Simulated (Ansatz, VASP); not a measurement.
Two plane-wave programs on MgS

```xyz
2
Lattice="2.5910 2.5910 0.0000 -2.5910 2.5910 0.0000 0.0000 2.5910 2.5910" Properties=species:S:1:pos:R:3 pbc="T T T"
Mg    0.0000    0.0000    0.0000
S     0.0000    2.5910    0.0000
```

Alike in both runs: functional PBEsol; k mesh 12 × 12 × 12; occupations fermi-dirac, width 0.08 eV; no spin polarisation.

Ansatz relaxed the structure, and its values are those at the end. VASP's run is a single point on that final structure, the one shown.

```csv
,VASP,Ansatz
version,VASP 6.6.1,Ansatz 0.2.0
potentials or method,"VASP PAW PBE potentials, release 64 (Mg, S)","PAW with Ansatz's default frozen-core files, scalar-relativistic"
plane-wave cutoff (eV),520,420
valence electrons in the cell,8,16
```

|  | VASP | Ansatz | Ansatz less VASP |
| --- | --- | --- | --- |
| pressure (GPa) | -0.2 | 0.0 | +0.22 |

The functional is the same, so the differences come from potentials, cutoffs and numerics. The two sets of potentials don't hold the same shells in valence.

Caveats: the PAW data sets were made with another functional, which shifts forces and pressure a little (VASP). A k mesh can miss the band edges.
